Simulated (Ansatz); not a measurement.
A plane-wave DFT run in Ansatz 0.2.0 (scalar-relativistic PAW potentials unless the input names others): input and command.

```yaml
crystal:
  lattice:
    - [1.5673726, 0.8944131633, 5.9965349799]
    - [-1.5855761582, 0.9259426509, 5.9965349799]
    - [0.0182035581, -1.8203558143, 5.9965349799]
  atoms:
    - { symbol: Mo, position: [1.72715e-05, 1.72715e-05, 1.72715e-05] }
    - { symbol: S, position: [0.7535591261, 0.7535591261, 0.7535591261] }
    - { symbol: S, position: [0.5797236023, 0.5797236023, 0.5797236023] }
basis:
  ecutwfc: 420
  xc_grid: 2
kpoints:
  mp_grid: { grid: [6, 6, 6] }
hamiltonian:
  xc: pbe
  dispersion: d3bj
  pseudopotentials: { kind: nc, accuracy: standard }
scf:
  occupations: { method: gaussian, width: 0.05 }
output:
  forces: true
  eigenvalues: true
  stress: true
```

```bash
ansatz run input.yaml --threads 1 --pin off --max-ram 2560MiB --backend cpu --events-out ev --progress --plain --runs-dir out
```

Abridged log:
```
Warning: basis.ecutwfc = 420 eV is below the records' recommended 1088.45545 eV, and the density's cutoff is lower with it unless basis.ecutrho_ratio is high enough to keep the records' density cutoff: compare with a run at a higher cutoff
Basis set: ecut = 420 eV, 1005 PW (Γ), FFT grids on a1−a3, −a1+a2, a1, exchange–correlation on 48×48×90 points (8 copies of the dense FFT grid, shifted against one another)
Bands: 17, of which v1, the nominal top of the filled ones, is band 13 counted from 1 (12 counted from 0)
Symmetry: 1 space group operations
k-points: 112 of 216 (time reversal used)
SCF iter   1: F=—  HF=-2509.654017 eV  |F-HF|=—  |Δ(HF+E_count)|=         —  Δρ=8.37e-2  dr2=3.35e0  ethr=3.10e-3  ⟨swp⟩=6.3  Hψ=11246  notcnv=0
SCF iter   2: F=—  HF=-2509.062647 eV  |F-HF|=—  |Δ(HF+E_count)|=   5.91e-1  Δρ=4.92e-2  dr2=2.62e0  ethr=3.10e-3  ⟨swp⟩=3.0  Hψ=5152  notcnv=0
SCF iter   3: F=—  HF=-2508.952194 eV  |F-HF|=—  |Δ(HF+E_count)|=   1.10e-1  Δρ=3.97e-2  dr2=1.80e0  ethr=3.10e-3  ⟨swp⟩=3.9  Hψ=4910  notcnv=0
SCF iter   4: F=—  HF=-2508.738176 eV  |F-HF|=—  |Δ(HF+E_count)|=   2.14e-1  Δρ=2.06e-2  dr2=3.22e-1  ethr=3.10e-3  ⟨swp⟩=2.0  Hψ=3028  notcnv=0
SCF iter   5: F=—  HF=-2508.700964 eV  |F-HF|=—  |Δ(HF+E_count)|=   3.72e-2  Δρ=3.73e-3  dr2=7.82e-3  ethr=1.24e-3  ⟨swp⟩=2.0  Hψ=2442  notcnv=0
SCF iter   6: F=—  HF=-2508.701517 eV  |F-HF|=—  |Δ(HF+E_count)|=   5.53e-4  Δρ=8.17e-4  dr2=8.51e-4  ethr=3.01e-5  ⟨swp⟩=2.1  Hψ=2716  notcnv=0
SCF iter   7: F=—  HF=-2508.701390 eV  |F-HF|=—  |Δ(HF+E_count)|=   1.26e-4  Δρ=3.27e-4  dr2=4.43e-5  ethr=3.27e-6  ⟨swp⟩=2.1  Hψ=2693  notcnv=0
SCF iter   8: F=—  HF=-2508.701395 eV  |F-HF|=—  |Δ(HF+E_count)|=   4.50e-6  Δρ=1.29e-4  dr2=9.40e-6  ethr=1.70e-7  ⟨swp⟩=2.6  Hψ=3082  notcnv=0
SCF iter   9: F=—  HF=-2508.701394 eV  |F-HF|=—  |Δ(HF+E_count)|=   3.19e-7  Δρ=4.37e-5  dr2=8.58e-7  ethr=3.62e-8  ⟨swp⟩=1.1  Hψ=1921  notcnv=0
SCF iter  10: F=-2508.701394 eV  HF=-2508.701394 eV  |F-HF|=4.13e-9  |Δ(HF+E_count)|=   6.81e-8  Δρ=8.51e-6  dr2=9.97e-9  ethr=3.85e-10  ⟨swp⟩=5.7  Hψ=10986  notcnv=0
SCF 1 converged in 10 iterations: F = -2508.701394 eV  dr2 = 9.97e-9
SCF converged after 10 iterations
Free energy (F): -2508.701394 eV
Harris-Foulkes:  -2508.701394 eV  (|F-HF|=4.13e-9)
Internal energy: -2508.701394 eV  (E = F + TS)
E sigma→0 (E₀):  -2508.701394 eV
Fermi energy:    12.166245 eV
  E_disp       = -1.321258  (pairwise vdW)
--- Forces (eV/Å), atoms counted from 1 ---
  atom   1  Mo    -0.13479619    -0.00473644    -0.00377312
  atom   2  S      0.06283568     0.00226524     0.06256016
  atom   3  S      0.07196157     0.00247153    -0.05880388
--- Stress (GPa, compression-positive) ---
        0.997657       1.930025       0.072499
        1.930025       0.984618       0.003171
        0.072499       0.003171       0.494077
  P = ⅓ Tr σ = 0.8255 GPa (8.255 kbar)
```

Apart from outputs and empty bands, the input differs from a reference run on usual settings in hamiltonian.pseudopotentials: not typed → {"kind": "nc", "accuracy": "standard"}; kpoints.mp_grid.grid: [12, 12, 12] → [6, 6, 6]; basis.xc_grid: not typed → 2. The reference, at the same geometry (not necessarily relaxed), gave pressure 0.06 GPa, largest force 0.135 eV/Å, gap on the mesh 0.79 eV. This run converged in 10 SCF iterations (reference: 6) with a total energy on another zero, pressure 0.83 GPa, largest force 0.135 eV/Å, gap on the mesh 0.77 eV. Its k mesh and cutoff are looser than usual. The Hamiltonian differs as well, so the change in the result can't be put down to that alone.

Time: 5 s on 1 thread of Intel(R) Xeon(R) 6975P-C (Granite Rapids), with other jobs on the host, peak memory 0.38 GiB.